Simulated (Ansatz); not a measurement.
**I_Se in CdSe (P6_3mc): charge-transition levels and formation energies**

Aim: at which Fermi levels does I_Se in CdSe (P6_3mc) change its charge? The model is a cell of 72 host atoms with 1 Se taken out and 1 I put in.

Calculated with Ansatz 0.2.0; place-levels on r2SCAN runs: charge-transition levels and formation energies with image-charge correction and potential alignment at the atomic sites; PAW set soft_1.

## 1. The starting structure

The cell holds 72 atoms: 36 Cd, 35 Se and 1 I. Cell: a = 13.023 Å, b = 13.023 Å, c = 14.159 Å, α = 90.0°, β = 90.0°, γ = 120.0°. It derives from CdSe (space group P6_3mc). Nearest the centre at fractional (0.556, 0.444, 0.438): I36 at 0.00 Å, Cd29 at 2.66 Å, Cd61 at 2.66 Å, Cd37 at 2.66 Å, Cd34 at 2.66 Å, Se27 at 4.34 Å, Se31 at 4.34 Å, Se59 at 4.34 Å.

Coordinates:

```xyz
72
Lattice="13.0227 0.0000 0.0000 -6.5113 11.2780 0.0000 0.0000 0.0000 14.1593" Properties=species:S:1:pos:R:3 pbc="T T T"
Cd    0.0000    2.5062    0.0004
Cd    2.1704    1.2531    3.5402
Se    0.0000    2.5062    2.6615
Se    2.1704    1.2531    6.2014
Cd    0.0000    2.5062    7.0801
Cd    2.1704    1.2531   10.6199
Se    0.0000    2.5062    9.7412
Se    2.1704    1.2531   13.2810
Cd   -2.1704    6.2655    0.0004
Cd    0.0000    5.0124    3.5402
Se   -2.1704    6.2655    2.6615
Se    0.0000    5.0124    6.2014
Cd   -2.1704    6.2655    7.0801
Cd    0.0000    5.0124   10.6199
Se   -2.1704    6.2655    9.7412
Se    0.0000    5.0124   13.2810
Cd   -4.3409   10.0249    0.0004
Cd   -2.1704    8.7718    3.5402
Se   -4.3409   10.0249    2.6615
Se   -2.1704    8.7718    6.2014
Cd   -4.3409   10.0249    7.0801
Cd   -2.1704    8.7718   10.6199
Se   -4.3409   10.0249    9.7412
Se   -2.1704    8.7718   13.2810
Cd    4.3409    2.5062    0.0004
Cd    6.5113    1.2531    3.5402
Se    4.3409    2.5062    2.6615
Se    6.5113    1.2531    6.2014
Cd    4.3409    2.5062    7.0801
Cd    6.5113    1.2531   10.6199
Se    4.3409    2.5062    9.7412
Se    6.5113    1.2531   13.2810
Cd    2.1704    6.2655    0.0004
Cd    4.3409    5.0124    3.5402
Se    2.1704    6.2655    2.6615
I     4.3409    5.0124    6.2014
Cd    2.1704    6.2655    7.0801
Cd    4.3409    5.0124   10.6199
Se    2.1704    6.2655    9.7412
Se    4.3409    5.0124   13.2810
Cd    0.0000   10.0249    0.0004
Cd    2.1704    8.7718    3.5402
Se    0.0000   10.0249    2.6615
Se    2.1704    8.7718    6.2014
Cd    0.0000   10.0249    7.0801
Cd    2.1704    8.7718   10.6199
Se    0.0000   10.0249    9.7412
Se    2.1704    8.7718   13.2810
Cd    8.6818    2.5062    0.0004
Cd   10.8522    1.2531    3.5402
Se    8.6818    2.5062    2.6615
Se   10.8522    1.2531    6.2014
Cd    8.6818    2.5062    7.0801
Cd   10.8522    1.2531   10.6199
Se    8.6818    2.5062    9.7412
Se   10.8522    1.2531   13.2810
Cd    6.5113    6.2655    0.0004
Cd    8.6818    5.0124    3.5402
Se    6.5113    6.2655    2.6615
Se    8.6818    5.0124    6.2014
Cd    6.5113    6.2655    7.0801
Cd    8.6818    5.0124   10.6199
Se    6.5113    6.2655    9.7412
Se    8.6818    5.0124   13.2810
Cd    4.3409   10.0249    0.0004
Cd    6.5113    8.7718    3.5402
Se    4.3409   10.0249    2.6615
Se    6.5113    8.7718    6.2014
Cd    4.3409   10.0249    7.0801
Cd    6.5113    8.7718   10.6199
Se    4.3409   10.0249    9.7412
Se    6.5113    8.7718   13.2810
```

Screening for the image-charge correction: ε∞ = (8.02, 8.02, 8.09), ε0 = (11.43, 11.43, 12.09), computed on the host (DFPT, PBEsol, on the r2SCAN cell), and a cell off the functional's own equilibrium shifts the ionic part.

The cell's shortest repeat is 13.0 Å.

## 2. Charge states

Levels follow from differences of total energies between charge states, each relaxed by itself.

Random displacements of about 0.05 Å break the site symmetry at the start, so that the relaxation can reach a distorted minimum if there is one. Forces are taken at one point at (¼, ¼, ¼). The cell holds 1 electron more than the neutral one, with a uniform background that keeps it neutral on the whole.

The sampling was tested on the host first: at the k-points planned (1x1x1 shifted 0.25 0.25 0.25) its energy lies -0.014 eV an atom from the dense-mesh value, under the bound of 0.02 eV set for this test; that bounds the host's error, not the defect's.

One of the inputs; charge, spin and start change from state to state.

Input file qm1.relax/input.yaml:

```yaml
crystal:
  lattice:
    - [4.34089859, 0.0, 0.0]
    - [-2.1704493, 3.75932846, 0.0]
    - [0.0, 0.0, 7.07966368]
  atoms:
    - { symbol: Cd, position: [0.33333333, 0.66666667, 5.722e-05] }
    - { symbol: Cd, position: [0.66666667, 0.33333333, 0.50005722] }
    - { symbol: Se, position: [0.33333333, 0.66666667, 0.37594278] }
    - { symbol: Se, position: [0.66666667, 0.33333333, 0.87594278] }
  supercell: [3, 3, 2]
  defects: [{ substitution: { at: 35, symbol: I } }]
total_charge: -1
basis:
  ecutwfc: 500
  xc_grid: 2
hamiltonian:
  xc: r2scan
  pseudopotentials: { kind: paw, azcp: { folder: soft_1 } }
kpoints:
  mp_grid: { grid: [1, 1, 1], shift: [0.25, 0.25, 0.25] }
scf:
  occupations: { method: fixed }
  max_iter: 100
output:
  forces: true
  charged_corrections:
    epsilon: [8.02, 8.02, 8.09]
    static_epsilon: [11.43, 11.43, 12.09]
relax:
  f_tol: 0.02
  max_steps: 80
  random_displacement: { amplitude: 0.05, seed: 5260 }
checkpoint:
  write: "../qm1.relax.run"
  compress: false
  write_wavefunctions: true
  write_every: 100000
```

The run is started by

```
$ ansatz run input.yaml --threads 6 --pin off --max-ram 37683MiB --backend cuda --events-out ev --progress --plain --runs-dir out
```

Defect states can disperse in a cell of this size, so the energy is taken again at a 2×2×2 shifted mesh, on the relaxed structure.

The run of this state that the levels use, under r2SCAN:

Input file qm1.point/input.yaml:

```yaml
crystal:
  checkpoint: "../qm1.relax.run"
  host: checkpoint
total_charge: -1
basis:
  ecutwfc: 500
  xc_grid: 2
hamiltonian:
  xc: r2scan
  pseudopotentials: { kind: paw, azcp: { folder: soft_1 } }
kpoints:
  mp_grid: { grid: [2, 2, 2], shift: [0.5, 0.5, 0.5] }
scf:
  occupations: { method: fermi_dirac, width: 0.01 }
  max_iter: 100
output:
  forces: true
  eigenvalues: true
  charged_corrections:
    epsilon: [8.02, 8.02, 8.09]
    static_epsilon: [11.43, 11.43, 12.09]
    defect_position: [0.555556, 0.444444, 0.437971]
  eigenstates: { localisation: true }
  populations: true
  band_densities: [{ bands: [v1, v1] }, { bands: [c1, c1] }]
  write_density: true
  write_potential: true
  volumetric_format: npy
  elf: true
checkpoint:
  read: "../qm1.relax.run"
  write: "../qm1.point.run"
  compress: false
  write_wavefunctions: false
  write_every: 100000
```

Relaxations under r2SCAN at one point at (¼, ¼, ¼); times on 1 × NVIDIA H100 80GB HBM3 with 6 threads of AMD EPYC 7R13 (Zen 3), shared host:

```tsv
charge	moment (μB)	occupations	outcome	steps	largest displacement against the far atoms (Å)	time
−1	0	fixed	converged	5	0.40	24 s
0	1	fixed	converged	6	0.40	43 s
+1	0	fixed	converged	5	0.41	24 s
−1	2	fixed	converged	6	0.39	39 s
```

Single points under r2SCAN at a 2×2×2 shifted mesh; times on 1 × NVIDIA H100 80GB HBM3 with 6 threads of AMD EPYC 7R13 (Zen 3), shared host:

```tsv
charge	moment (μB)	occupations	outcome	time
−1	0	fermi-dirac	converged	33 s
0	1	fermi-dirac	converged	73 s
+1	0	fermi-dirac	converged	29 s
−1	2	fermi-dirac	converged	63 s
```

Distances (Å) from I36 to the nearest atoms after relaxation with r2SCAN:

```tsv
charge	moment (μB)	1.	2.	3.	4.	5.	6.
−1	0	Cd 3.00	Cd 3.01	Cd 3.02	Cd 3.05	Se 4.36	Se 4.36
−1	2	Cd 3.01	Cd 3.02	Cd 3.04	Cd 3.04	Se 4.35	Se 4.36
0	1	Cd 3.00	Cd 3.00	Cd 3.01	Cd 3.04	Se 4.36	Se 4.36
+1	0	Cd 2.99	Cd 2.99	Cd 3.01	Cd 3.05	Se 4.36	Se 4.36
```

## 3. Placing the levels, r2SCAN

A charged cell interacts with its images and the background, and its potential has another zero than the host's. place-levels removes the first by a point-charge model, screened by the static dielectric constant since the ions have relaxed around the charge, and the second by comparing potentials at atoms far from the defect.

The host is a run of the defect-free crystal in the same cutoffs, grids and k-points, so that basis and sampling errors cancel in part in the differences. The host is run in a cell of 4 atoms on a matching mesh. Its band edges are searched through the zone by a band path, so the gap is smaller than, or equal to, that on the mesh. Chemical potentials are energies per atom of Se (trigonal (grey) selenium) and I (solid I2 (Cmce)), run with the same functional and cutoff.

Input file levels.point.yaml:

```yaml
host:
  run: host.point.run
states: [qm1.point.run, q0_M1.point.run, qp1.point.run, qm1_M2.point.run]
geometry_from:
  qm1.point.run: qm1.relax.run
  q0_M1.point.run: q0_M1.relax.run
  qp1.point.run: qp1.relax.run
  qm1_M2.point.run: qm1_M2.relax.run
  host.point.run: host.relax.run
chemical_potentials:
  Se:
    energy: -5478.140172
    dataset: "<sha256 of the dataset>"
  I:
    energy: -7528.116164
    dataset: "<sha256 of the dataset>"
epsilon: [8.02, 8.02, 8.09]
static_epsilon: [11.43, 11.43, 12.09]
vertical:
  - { from: qm1.point.run, to: qm1.point_neutral.run }
  - { from: qp1.point.run, to: qp1.point_neutral.run }
  - { from: qm1_M2.point.run, to: qm1_M2.point_neutral.run }
```

The run is started by

```
$ ansatz place-levels levels.point.yaml -- --threads 6 --pin off --max-ram 37683MiB
```

Numbers of over 12 decimals in the logs are rounded to 6 here.

The program printed:

```text
[... repeated set-up lines and file paths are left out, and long positions are rounded to six places ...]
(+1/0) 1.108 eV above the valence edge (+1.936 eV without the band-filling correction), in the conduction band; not on the lower envelope
(0/-1) 1.107 eV above the valence edge (+2.101 eV without the band-filling correction), in the conduction band; not on the lower envelope
(+1/-1) 1.107 eV above the valence edge (+2.019 eV without the band-filling correction), in the conduction band: charges between them are lowest nowhere
formation energy of charge +1: -0.485 eV with the Fermi level at the valence edge
formation energy of charge 0: +0.623 eV with the Fermi level at the valence edge
formation energy of charge -1: +1.730 eV with the Fermi level at the valence edge
vertical -1 to 0: no energy, since no alignment is typed
  the change from vertical[0].from (qm1.point.run) to vertical[0].to (qm1.point_neutral.run): by its potential at epsilon [8.02, 8.02, 8.09] it is spread over the cell along a vector, with an rms radius of about 9.9 Å (5.4 5.4 6.2 Å across the planes of the [...]
vertical +1 to 0: no energy, since no alignment is typed
  the change from vertical[1].from (qp1.point.run) to vertical[1].to (qp1.point_neutral.run): by its potential at epsilon [8.02, 8.02, 8.09] it is spread over the cell along a vector, with an rms radius of about 9.8 Å (5.4 5.4 6.1 Å across the planes of the [...]
vertical -1 to 0: no energy, since no alignment is typed
  the change from vertical[2].from (qm1_M2.point.run) to vertical[2].to (qm1_M2.point_neutral.run): by its potential at epsilon [8.02, 8.02, 8.09] it stands at 0.540 0.387 0.422, with an rms radius of about 8.0 Å (4.5 4.6 4.7 Å across the planes of the cell's [...]
  edges by r2scan, gap 1.097 eV; the host is sampled to repeats of 26.05 Å
  the defect's cells are sampled to repeats of 26.05 Å, like sampling
  charge +1: -496981.9373 eV with its correction of +0.204 eV, at epsilon [11.43, 11.43, 12.09], aligned at sites: +0.0663 eV, mean over 33 atomic sites at or beyond 6.51 Å from the defect at [0.5556, 0.4444, 0.4380], with +0.000988 for the charge's moments [...]
  charge 0: +0.000 eV for its dipole among its images, +0.000 omitted
  charge -1: -496964.6424 eV with its correction of -0.042 eV, at epsilon [11.43, 11.43, 12.09], aligned at sites: +0.1798 eV, mean over 33 atomic sites at or beyond 6.51 Å from the defect at [0.5556, 0.4444, 0.4380], with +0.001405 for the charge's moments [...]
  charge -1: states[3] (qm1_M2.point.run) stands 0.739 eV higher, with a moment of 2.00 μB against 0.00
  states[3] (qm1_M2.point.run): levels filled in part (TS 0.002 eV): its energy is of no whole electron's
  of states[2] (qp1.point.run): it parts from the run at its places by a charge that spreads by about 5.4 Å along one vector (2 Å or more is wide), by its potential at epsilon [8.02, 8.02, 8.09], taken for that of held ions (one typed too small widens it), [...]
  of states[1] (q0_M1.point.run): a band-filling correction moves a carrier to the host's band edge, which changes its energy by -0.828 eV; its displacements don't fall off away from the defect: farther atoms stand 0.017 Å off the host's places. [...]
  of states[0] (qm1.point.run): it parts from the run at its places by a charge that spreads by about 5.4 Å along one vector (2 Å or more is wide), by its potential at epsilon [8.02, 8.02, 8.09], taken for that of held ions (one typed too small widens it), [...]
  of states[3] (qm1_M2.point.run): it parts from the run at its places by a charge that spreads by about 4.6 Å along one vector (2 Å or more is wide), by its potential at epsilon [8.02, 8.02, 8.09], taken for that of held ions (one typed too small widens it), [...]
  of vertical[0].from (qm1.point.run): its displacements don't fall off away from the defect: farther atoms stand 0.017 Å off the host's places. [...]
  of vertical[0].to (qm1.point_neutral.run): its displacements don't fall off away from the defect: farther atoms stand 0.017 Å off the host's places. [...]
  of vertical[1].from (qp1.point.run): its displacements don't fall off away from the defect: farther atoms stand 0.018 Å off the host's places. [...]
  of vertical[1].to (qp1.point_neutral.run): its displacements don't fall off away from the defect: farther atoms stand 0.018 Å off the host's places. [...]
  vertical[2].from (qm1_M2.point.run): levels filled in part (TS 0.002 eV): its energy is of no whole electron's
  of vertical[2].from (qm1_M2.point.run): its displacements don't fall off away from the defect: farther atoms stand 0.019 Å off the host's places. [...]
  of vertical[2].to (qm1_M2.point_neutral.run): its displacements don't fall off away from the defect: farther atoms stand 0.019 Å off the host's places. [...]
```

It took 0.53 s on 6 threads of AMD EPYC 7R13 (Zen 3), shared host.

Levels between the charges placed, in eV above the valence top:

```tsv
	gap (eV)	(+1/0)	(0/−1)
r2SCAN	1.10	1.11	1.11
```

Corrections by state:

```tsv
charge	moment (μB)	image terms and alignment (eV)	band filling (eV)	ε used	over the lowest of its charge, as the program ranks them, band filling apart (eV)
+1	0.0	0.204	-	principal values (11.43, 11.43, 12.09)	0.000
0	1.0	0.000	-0.828	-	0.000
−1	0.0	-0.042	-1.823	principal values (11.43, 11.43, 12.09)	0.000
−1	2.0	-0.031	-	principal values (11.43, 11.43, 12.09)	0.739
```

The charged structures listed were also run neutral, and place-levels reads from each pair, by the potential or the spins, how wide the charge is by which they differ; that can be the carrier of either run.

```tsv
charge	rms radius (Å)	spread where it is widest against the cell (Å)	wide from (Å)	reading
+1	9.8	5.45	1.95	wide
−1	9.9	5.45	1.95	wide
```

The neutral runs of these pairs need not share the spin of the lowest neutral state, and very wide values only mean spread over the cell.

From the program's caveats on the states, each cut to its opening words:

- charge +1, −1: it parts from the run at its places by a charge that spreads by about 5.4 Å along one vector (2 Å or more is wide), by its potential at epsilon [8.02, 8.02, [...]
- charge +1: its displacements don't fall off away from the defect: farther atoms stand 0.018 Å off the host's places
- charge 0 (1 μB): a band-filling correction moves a carrier to the host's band edge, which changes its energy by -0.828 eV
- charge 0 (1 μB), −1: its displacements don't fall off away from the defect: farther atoms stand 0.017 Å off the host's places
- charge 0 (1 μB): its moments are held at its close (magnetization.spin_locking), by a field of 0.224 eV a Bohr magneton, and its energy and levels are of the state that this [...]
- charge 0 (1 μB), −1 (2 μB): flagged: stability check not made
- charge −1: a band-filling correction moves a carrier to the host's band edge, which changes its energy by -1.823 eV
- charge −1: its alignment with the host at atomic sites is doubtful: the mean over the far sites moves by -0.0589 eV from their farther parts to their nearer, more than [...]
- charge −1 (2 μB): it parts from the run at its places by a charge that spreads by about 4.6 Å along one vector (2 Å or more is wide), by its potential at epsilon [8.02, 8.02, [...]
- charge −1 (2 μB): its displacements don't fall off away from the defect: farther atoms stand 0.019 Å off the host's places
- charge −1 (2 μB): its moments are held at its close (magnetization.spin_locking), by a field of 0.493 eV a Bohr magneton, and its energy and levels are of the state that this [...]

The host's formation energy from the elements is -0.759 eV per atom; it sets how far the chemical potentials can move.

Formation energies (eV), Cd-rich (Δμ(Cd) = 0.00 eV, Δμ(Se) = -1.52 eV, Δμ(I) = 0.00 eV):

```tsv
charge	Fermi level at the valence top	at the conduction bottom
+1	-2.00	-0.91
0	-0.90	-0.90
−1	0.21	-0.89
```

Formation energies (eV), Se-rich (Δμ(Se) = 0.00 eV, Δμ(Cd) = -1.52 eV, Δμ(I) = 0.00 eV):

```tsv
charge	Fermi level at the valence top	at the conduction bottom
+1	-0.49	0.61
0	0.62	0.62
−1	1.73	0.63
```

## 4. Effect of the sampling

The relaxations' own energies give the levels at their sampling, for comparison.

Input file levels.relax_mesh.yaml:

```yaml
host:
  run: host.relax.run
states: [qm1.relax.run, q0_M1.relax.run, qp1.relax.run, qm1_M2.relax.run]
chemical_potentials:
  Se:
    energy: -5478.140172
    dataset: "<sha256 of the dataset>"
  I:
    energy: -7528.116164
    dataset: "<sha256 of the dataset>"
```

The run is started by

```
$ ansatz place-levels levels.relax_mesh.yaml -- --threads 6 --pin off --max-ram 37683MiB
```

The program printed:

```text
[...]
formation energy of charge +1: -0.498 eV with the Fermi level at the valence edge
formation energy of charge 0: +0.617 eV with the Fermi level at the valence edge
formation energy of charge -1: +1.728 eV with the Fermi level at the valence edge
  edges by r2scan, gap 1.102 eV; the host is sampled to repeats of 19.24 Å
[... the lines on each state left out ...]
```

Elapsed: 0.2 s, on 6 threads.

Levels between neighbouring charges, in eV above the valence top:

```tsv
	gap (eV)	(+1/0)	(0/−1)
one point at (¼, ¼, ¼)	1.10	1.12	1.11
a 2×2×2 shifted mesh	1.10	1.11	1.11
```

Going from one point at (¼, ¼, ¼) to a 2×2×2 shifted mesh moves formation energies against the elements by up to 0.01 eV; band-filling terms, which differ between samplings, are in these energies.

## 5. What came out

```json
{
  "gap of the host": "1.10 eV (r2SCAN)",
  "level (plus 1/0)": "1.11 eV above the valence top, past the conduction bottom, not a change between lowest states (1.94 eV above the valence top without the band-filling term)",
  "level (0/minus 1)": "1.11 eV above the valence top, past the conduction bottom, not a change between lowest states (2.10 eV above the valence top without the band-filling term)",
  "lowest of the charges placed, just above the valence top (0.02 eV)": "+1",
  "lowest of the charges placed, just below the conduction bottom (0.02 eV)": "+1",
  "lowest formation energy at mid-gap of the charges run, Cd-rich": "-1.45 eV",
  "lowest formation energy at mid-gap of the charges run, Se-rich": "0.06 eV"
}
```

What this shows: Of the charges placed (−1, 0 and +1), +1 is the lowest from 0.02 eV above the valence top to 0.02 eV below the conduction bottom, a gap of 1.10 eV. Charges above +1 were not placed, so these runs say nothing of levels that involve them. States placed: +1 at 0 μB; 0 at 1 μB; −1 at 0 μB and 2 μB. Other spin states or structures, where not listed, weren't placed. The program finds carriers beyond a band edge of the host and adds a band-filling term at charge −1 (-1.82 eV) and 0 (-0.83 eV); steps to such a charge show no bound level, and a defect level inside a band would be read the same way. I is taken at its element; compounds, which aren't counted here, bound the chemical potentials and would shift these formation energies. The lowest formation energy (Cd-rich) is negative across the gap, so the defect would form by itself: these chemical potentials lie beyond what competing compounds allow, or the host is unstable against it. Going from one point at (¼, ¼, ¼) to a 2×2×2 shifted mesh moves formation energies against the elements by up to 0.01 eV; band-filling terms, which differ between samplings, are in these energies. The program doubts the alignment of potentials for at least one state, a sign that the cell is small. Keep in mind: r2SCAN makes the gap too small and tends to spread out bound carriers; spin–orbit coupling, which can matter with heavy atoms, is left out.

[Logs are printed without paths, hosts, clocks, repeated set-up lines and the standing remarks that a program may print on its own settings, such as how far it seeks lower states.]

[Hosts, paths, dates, database ids (printed as entryN), source tags and the programs' standing remarks are cut or masked in the printed files.]

[Where a table of states has a column of steps, it counts the stored structures, which are thinned; the runs took as many ionic steps or more.]

[A defect's name tells the site on which it was built; relaxed atoms can leave that site.]

[For some hosts the program warned that the k-mesh of the response run may be too coarse for force constants and the static dielectric constant; such warnings are not shown here.]
